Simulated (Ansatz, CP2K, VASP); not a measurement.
## One calculation of InPd, 3 ways

The starting cell:

```
CELL_PARAMETERS angstrom
3.27188 0.00000 0.00000
0.00000 3.27188 0.00000
0.00000 0.00000 3.27188
ATOMIC_POSITIONS crystal
In 0.00000 0.00000 0.00000
Pd 0.50000 0.50000 0.50000
```

The cell comes from a database or a generator and needn't be the stable form of this composition.

Alike in all runs: task relaxation of cell and atoms; functional PBEsol; dispersion D4; k mesh 8 × 8 × 8; occupations fermi-dirac, width 0.05 eV; no spin polarisation; no spin-orbit coupling.

```tsv
program and potentials	plane-wave cutoff (eV)	notes	equilibrium volume (Å³/atom)
Ansatz, all-electron LAPW, scalar-relativistic	-	-	16.81
CP2K, POTENTIAL_UZH In GTH-PBE-q13, Pd GTH-PBE-q18; TZVP-MOLOPT-PBE-GTH basis	-	atomic basis; potentials made for PBE; 15.5 valence electrons an atom on average	17.04
VASP, PBE PAW files In_d, Pd, 600 eV	600	potentials made for PBE; 11.5 valence electrons an atom on average	16.84
```

The equilibrium volume spans 16.81 (Ansatz, all-electron LAPW, scalar-relativistic) to 17.04 Å³/atom (CP2K, POTENTIAL_UZH In GTH-PBE-q13, Pd GTH-PBE-q18; TZVP-MOLOPT-PBE-GTH basis), with all-electron results at 16.81. Relaxations stop with a little pressure left, so the last digit of a volume isn't settled. Rows in atomic bases carry the error of their basis and grid, which can be large.

Differences between rows come from potentials, basis sets and numerical settings, since the functional is the same but for its coding. Runs on potential files found faulty are left out.
